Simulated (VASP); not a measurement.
Here is a VASP 6.6.1 calculation.

INCAR

```
ALGO = Normal
EDIFF = 1E-7
EDIFFG = -0.005
ENCUT = 600
GGA = PE
IBRION = 2
ISIF = 3
ISMEAR = 0
IVDW = 12
LASPH = True
LCHARG = False
LREAL = False
LWAVE = False
NELM = 100
NSW = 100
PREC = Accurate
SIGMA = 0.02
```

KPOINTS

```
k-points
0
Gamma
  8 8 8
```

File POSCAR:

```
TlBr
1.0
    3.9700000000      0.0000000000      0.0000000000
    0.0000000000      3.9700000000      0.0000000000
    0.0000000000      0.0000000000      3.9700000000
Tl Br
1 1
Direct
    0.0000000000      0.0000000000      0.0000000000
    0.5000000000      0.5000000000      0.5000000000
```

Potentials or basis: VASP PAW PBE potentials, release 64 (Tl_d, Br).

Launch:

```sh
$ cat potpaw_PBE.64/Tl_d/POTCAR potpaw_PBE.64/Br/POTCAR > POTCAR
$ mpirun -np 1 vasp_std > vasp.out
```

(1) Estimate the band gap on the k mesh.

(2) Estimate the relaxed cell.

(3) Estimate the relaxed volume.

## Answers

(1) 1.86 eV, direct.

(2) a = 3.979 Å, b = 3.979 Å, c = 3.979 Å, α = 90.00°, β = 90.00°, γ = 90.00°.

(3) 31.49 Å³/atom.

Caveat: spin-orbit coupling is left out, which as a rule narrows the gap of such compounds by several tenths of an eV.
